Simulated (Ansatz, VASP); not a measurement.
## TiBe2: VASP beside Ansatz

Aim: how closely do two programs agree when they are given the same cell, functional and k mesh? The cell is taken from a series of runs on this material, whose earlier steps may have relaxed, scaled, displaced or heated it; both programs get it as it stands.

Method: plane waves, with VASP 6.6.1 beside it; relaxation of cell and atoms at BLYP, in Ansatz 0.2.0.

## 1. Set-up

It takes space group Fd-3m (No. 227, cubic). The conventional cell has a = 6.438 Å, b = 6.438 Å, c = 6.438 Å, α = 90.00°, β = 90.00°, γ = 90.00°. Ti has 12 Be at 2.67 Å and 4 Ti at 2.79 Å nearest. Nearest to Be lie 6 Be at 2.28 Å and 6 Ti at 2.67 Å. Farther neighbours are not listed.

## 2. VASP: relaxation of cell and atoms, BLYP

The relaxed volume is the usual yardstick between codes: in a stiff, nearly cubic crystal its relative difference is about their pressure difference at one cell divided by the bulk modulus.

Lines of VASP's logs that name or quote its potential files are left out, and so is its time.

Contents of INCAR:

```
SYSTEM = TiBe2
PREC = Accurate
ENCUT = 600
EDIFF = 1E-07
NELM = 120
ISMEAR = 0
SIGMA = 0.1
LREAL = .FALSE.
ALGO = Normal
GGA = B5
ALDAX = 1
AGGAX = 1
AGGAC = 1
ALDAC = 0
NBANDS = 22
LASPH = .TRUE.
LORBIT = 11
LWAVE = .FALSE.
LCHARG = .FALSE.
ISIF = 3
IBRION = 2
NSW = 80
EDIFFG = -0.005
GGA_COMPAT = .FALSE.
NELMIN = 4
KPAR = 2
```

Contents of POSCAR:

```
TiBe2
1.0
    0.0000000000      3.2188600000      3.2188600000
    3.2188600000      0.0000000000      3.2188600000
    3.2188600000      3.2188600000      0.0000000000
Ti Be
2 4
Direct
    0.2500000000      0.2500000000      0.2500000000
    0.0000000000      0.0000000000      0.0000000000
    0.6249998447      0.1250001553      0.6249998447
    0.6249998447      0.6249998447      0.1250001553
    0.1250001553      0.6249998447      0.6249998447
    0.6249998447      0.6249998447      0.6249998447
```

Contents of KPOINTS:

```
Automatic mesh
0
Gamma
8 8 8
0 0 0
```

PAW data sets: Ti_sv and Be (PBE family, release 64).

Launch:

```sh
> mpirun -np 2 vasp_std
```

Numbers of over 12 decimals in the logs are rounded to 6 here.

What it wrote:

```text
[banner, memory and clock lines left out]
running    2 mpi-ranks, on    1 nodes
 distrk:  each k-point on    1 cores,    2 groups
 distr:  one band on    1 cores,    1 groups

 POSCAR found type information on POSCAR TiBe
 POSCAR found :  2 types and       6 ions
|                                                                             |
|               ----> ADVICE to this user running VASP <----                  |
|                                                                             |
|     You enforced a specific xc type in the INCAR file but a different       |
|     [... a line on the potential file left out ...]
|     I HOPE YOU KNOW WHAT YOU ARE DOING!                                     |
|                                                                             |

 LDA part: xc-table for (Slater(with rela. corr.)+VWN5), standard interpolation
 POSCAR, INCAR and KPOINTS ok, starting setup
 FFT: planning ... GRIDC
 FFT: planning ... GRID_SOFT
 FFT: planning ... GRID
 WAVECAR not read
 entering main loop
       N       E                     dE             d eps       ncg     rms          rms(c)
DAV:   1     0.329611499604E+03    0.32961E+03   -0.16759E+04  1276   0.174E+03
DAV:   2     0.456745700813E+00   -0.32915E+03   -0.32097E+03  1276   0.483E+02
DAV:   3    -0.324264094245E+02   -0.32883E+02   -0.31468E+02  2274   0.134E+02
DAV:   4    -0.342977729007E+02   -0.18714E+01   -0.18588E+01  1708   0.283E+01
DAV:   5    -0.344316279988E+02   -0.13386E+00   -0.13383E+00  1956   0.648E+00    0.162E+01
DAV:   6    -0.278018047325E+02    0.66298E+01   -0.69272E+01  1688   0.577E+01    0.843E+00
DAV:   7    -0.269465466377E+02    0.85526E+00   -0.14597E+01  1680   0.287E+01    0.346E+00
DAV:   8    -0.268514314506E+02    0.95115E-01   -0.65044E-01  1762   0.567E+00    0.195E+00
DAV:   9    -0.268783634504E+02   -0.26932E-01   -0.19696E-01  1668   0.293E+00    0.637E-01
DAV:  10    -0.268715305538E+02    0.68329E-02   -0.37970E-02  1952   0.136E+00    0.203E-01
DAV:  11    -0.268717546593E+02   -0.22411E-03   -0.57097E-04  1584   0.219E-01    0.163E-01
DAV:  12    -0.268716131074E+02    0.14155E-03   -0.25908E-04  1542   0.157E-01    0.652E-02
DAV:  13    -0.268715274725E+02    0.85635E-04   -0.38006E-04  1806   0.121E-01    0.306E-02
DAV:  14    -0.268715256661E+02    0.18064E-05   -0.14555E-05  1596   0.321E-02    0.831E-03
DAV:  15    -0.268715262826E+02   -0.61653E-06   -0.42793E-06  1798   0.137E-02    0.501E-03
DAV:  16    -0.268715263993E+02   -0.11662E-06   -0.10329E-06  1504   0.748E-03    0.174E-03
DAV:  17    -0.268715266121E+02   -0.21285E-06   -0.78632E-08   944   0.275E-03    0.289E-04
DAV:  18    -0.268715266364E+02   -0.24310E-07   -0.18037E-08   884   0.121E-03
   1 F= -.26871527E+02 E0= -.26848031E+02  d E =-.268715E+02
 curvature:   0.00 expect dE= 0.000E+00 dE for cont linesearch  0.000E+00
 trial: gam= 0.00000 g(F)=  0.861E-41 g(S)=  0.147E-02 ort = 0.000E+00 (trialstep = 0.100E+01)
 search vector abs. value=  0.147E-02
 bond charge predicted
       N       E                     dE             d eps       ncg     rms          rms(c)
DAV:   1    -0.268891022072E+02   -0.17576E-01   -0.31160E-01  1650   0.650E+00    0.108E+00
DAV:   2    -0.268824957468E+02    0.66065E-02   -0.27032E-01  1890   0.418E+00    0.558E-01
DAV:   3    -0.268722739487E+02    0.10222E-01   -0.49977E-02  1656   0.156E+00    0.155E-01
DAV:   4    -0.268719496920E+02    0.32426E-03   -0.32870E-03  1846   0.354E-01    0.357E-02
DAV:   5    -0.268720299366E+02   -0.80245E-04   -0.66956E-04  1810   0.134E-01    0.380E-02
DAV:   6    -0.268720898492E+02   -0.59913E-04   -0.12101E-04  1750   0.654E-02    0.201E-02
DAV:   7    -0.268721372420E+02   -0.47393E-04   -0.97396E-05  1846   0.518E-02    0.793E-03
DAV:   8    -0.268721369542E+02    0.28779E-06   -0.18487E-05  1804   0.320E-02    0.732E-03
DAV:   9    -0.268721380245E+02   -0.10703E-05   -0.32314E-06  1552   0.138E-02    0.137E-03
DAV:  10    -0.268721381525E+02   -0.12800E-06   -0.32578E-07  1132   0.335E-03    0.940E-04
DAV:  11    -0.268721381791E+02   -0.26585E-07   -0.16092E-08   722   0.135E-03
   2 F= -.26872138E+02 E0= -.26848439E+02  d E =-.611543E-03
 trial-energy change:   -0.000612  1 .order   -0.000593   -0.001475    0.000289
 step:   0.8445(harm=  0.8362)  dis= 0.00000  next Energy=   -26.872161 (dE=-0.634E-03)
 bond charge predicted
       N       E                     dE             d eps       ncg     rms          rms(c)
DAV:   1    -0.268725636159E+02   -0.42546E-03   -0.75001E-03  1656   0.101E+00    0.165E-01
DAV:   2    -0.268723800884E+02    0.18353E-03   -0.61251E-03  1884   0.633E-01    0.830E-02
DAV:   3    -0.268721615074E+02    0.21858E-03   -0.11299E-03  1662   0.235E-01    0.253E-02
DAV:   4    -0.268721541682E+02    0.73391E-05   -0.76178E-05  1930   0.583E-02    0.707E-03
DAV:   5    -0.268721563183E+02   -0.21500E-05   -0.83755E-06  1722   0.176E-02    0.504E-03
DAV:   6    -0.268721586313E+02   -0.23131E-05   -0.50089E-06  1834   0.934E-03    0.268E-03
DAV:   7    -0.268721588379E+02   -0.20659E-06   -0.93728E-07  2060   0.497E-03    0.592E-04
DAV:   8    -0.268721587989E+02    0.39083E-07   -0.42713E-08   742   0.148E-03
   3 F= -.26872159E+02 E0= -.26848490E+02  d E =-.632162E-03
 curvature:  -0.42 expect dE=-0.976E-07 dE for cont linesearch -0.976E-07
 trial: gam= 0.00000 g(F)=  0.103E-40 g(S)=  0.234E-06 ort =-0.186E-04 (trialstep = 0.969E+00)
 search vector abs. value=  0.234E-06
 reached required accuracy - stopping structural energy minimisation
```

From OUTCAR (step 2):

```text
ion  position               nearest neighbor table
   1  0.250  0.250  0.250-   2 2.79   2 2.79   2 2.79   2 2.79
   2  0.000  0.000  0.000-   1 2.79   1 2.79   1 2.79   1 2.79
   3  0.625  0.125  0.625-   4 2.28   5 2.28   6 2.28   5 2.28   4 2.28   6 2.28
   4  0.625  0.625  0.125-   3 2.28   5 2.28   6 2.28   3 2.28   5 2.28   6 2.28
   5  0.125  0.625  0.625-   3 2.28   4 2.28   6 2.28   3 2.28   4 2.28   6 2.28
   6  0.625  0.625  0.625-   3 2.28   4 2.28   5 2.28   5 2.28   3 2.28   4 2.28

  LATTYP: Found a face centered cubic cell.
 ALAT       =     6.4377200000

 Subroutine GETGRP returns: Found 48 space group operations
 (whereof 24 operations were pure point group operations)

The static configuration has the point symmetry T_d .
 The point group associated with its full space group is O_h .

 Found     29 irreducible k-points:

   k-points           NKPTS =     29   k-points in BZ     NKDIM =     29   number of bands    NBANDS=     22

   dimension x,y,z NGX =    36 NGY =   36 NGZ =   36
   dimension x,y,z NGXF=    72 NGYF=   72 NGZF=   72

   ENCUT  =  600.0 eV  44.10 Ry    6.64 a.u.   9.09  9.09  9.09*2*pi/ulx,y,z

   NELECT =      32.0000    total number of electrons

 k-points in reciprocal lattice and weights: Automatic mesh
   0.00000000  0.00000000  0.00000000       0.002
   0.12500000  0.00000000  0.00000000       0.016
   0.25000000  0.00000000  0.00000000       0.016
   0.37500000  0.00000000  0.00000000       0.016
   0.50000000  0.00000000  0.00000000       0.008
   0.12500000  0.12500000  0.00000000       0.012
   0.25000000  0.12500000  0.00000000       0.047
   0.37500000  0.12500000  0.00000000       0.047
   0.50000000  0.12500000  0.00000000       0.047
[...]
-0.37500000  0.50000000  0.12500000       0.023
  -0.25000000  0.50000000  0.25000000       0.012

 average (electrostatic) potential at core
       1 -73.1500       2 -73.1500       3 -31.6670       4 -31.6670       5 -31.6670
       6 -31.6670

 E-fermi :   7.2644

 k-point     1 :       0.0000    0.0000    0.0000
  band No.  band energies     occupation
    ...
     14       5.5540      2.00000
     15       5.5540      2.00000
     16       6.6968      2.00000
     17       6.6968      2.00000
     18       6.6968      2.00000
     19      10.1207      0.00000
     20      10.1207      0.00000
     21      12.3020      0.00000
     22      12.3020      0.00000

 k-point     2 :       0.1250    0.0000    0.0000
  band No.  band energies     occupation
    ...
     14       5.6471      2.00000
     15       5.6471      2.00000
     16       6.8103      2.00000
     17       6.8103      2.00000
     18       7.1420      1.91647
     19      10.0878      0.00000
     20      10.0878      0.00000
     21      11.4606      0.00000
     22      12.0626      0.00000

 k-point     3 :       0.2500    0.0000    0.0000
  band No.  band energies     occupation
    ...
     13       5.2614      2.00000
     14       5.9259      2.00000
     15       5.9259      2.00000
     16       7.0242      1.99932
     17       7.0242      1.99932
     18       7.7160      0.00000
     19       9.9690      0.00000
     20       9.9690      0.00000
     21      10.3891      0.00000
     22      11.3763      0.00000

  Total       -0.0031156     -0.0031156     -0.0031156     -0.0000000     -0.0000000     -0.0000000
  in kB       -0.0744610     -0.0744610     -0.0744610     -0.0000000     -0.0000000     -0.0000000
  external PRESSURE =      -0.0744610 kB  Pullay stress =       0.0000000 kB

  energy-cutoff  :      600.00
  volume of cell :       67.04
      direct lattice vectors                 reciprocal lattice vectors
     0.000000000  3.224264279  3.224264279    -0.155074137  0.155074137  0.155074137
     3.224264279  0.000000000  3.224264279     0.155074137 -0.155074137  0.155074137
     3.224264279  3.224264279  0.000000000     0.155074137  0.155074137 -0.155074137

 POSITION                                       TOTAL-FORCE (eV/Angst)
 -----------------------------------------------------------------------------------
      1.61213      1.61213      1.61213         0.000000     -0.000000      0.000000
      0.00000      0.00000      0.00000         0.000000     -0.000000      0.000000
      2.41820      4.03033      2.41820         0.000000     -0.000000     -0.000000
      2.41820      2.41820      4.03033        -0.000000      0.000000     -0.000000
      4.03033      2.41820      2.41820         0.000000     -0.000000      0.000000
      4.03033      4.03033      4.03033        -0.000000      0.000000      0.000000
 -----------------------------------------------------------------------------------
    total drift:                               -0.000064     -0.000064     -0.000064

  FREE ENERGIE OF THE ION-ELECTRON SYSTEM (eV)
  ---------------------------------------------------
  free  energy   TOTEN  =       -26.8721587989 eV

  energy  without entropy=      -26.8248220493  energy(sigma->0) =      -26.84849042

 reached required accuracy - stopping structural energy minimisation

 total charge
# of ion       s       p       d       tot
------------------------------------------
    1        2.209   6.151   1.946  10.306
    2        2.209   6.151   1.946  10.306
    3        0.428   0.684   0.000   1.112
    4        0.428   0.684   0.000   1.112
    5        0.428   0.684   0.000   1.112
    6        0.428   0.684   0.000   1.112
--------------------------------------------------
tot          6.130  15.036   3.892  25.059

[... 3 further parts left out ...]
```

CONTCAR:

```
TiBe2
   1.00000000000000
     0.0000000000000000    3.2242642787758791    3.2242642787758791
     3.2242642787758791    0.0000000000000000    3.2242642787758791
     3.2242642787758791    3.2242642787758791    0.0000000000000000
  Ti              Be
     2     4
Direct
     0.2500000000000000    0.2500000000000000    0.2500000000000000
     0.0000000000000000    0.0000000000000000    0.0000000000000000
     0.6249998446999996    0.1250001553000004    0.6249998446999996
     0.6249998446999996    0.6249998446999996    0.1250001553000004
     0.1250001553000004    0.6249998446999996    0.6249998446999996
     0.6249998446999996    0.6249998446999996    0.6249998446999996
```

(Continued in part 2 of 2.)

[Lines on the potential files, build, host, timing and source positions are cut from VASP's logs without a mark.]

[Logs are printed without paths, hosts, clocks, repeated set-up lines and the standing remarks that a program may print on its own settings, such as how far it seeks lower states.]

[Hosts, paths, dates, database ids (printed as entryN), source tags and the programs' standing remarks are cut or masked in the printed files.]
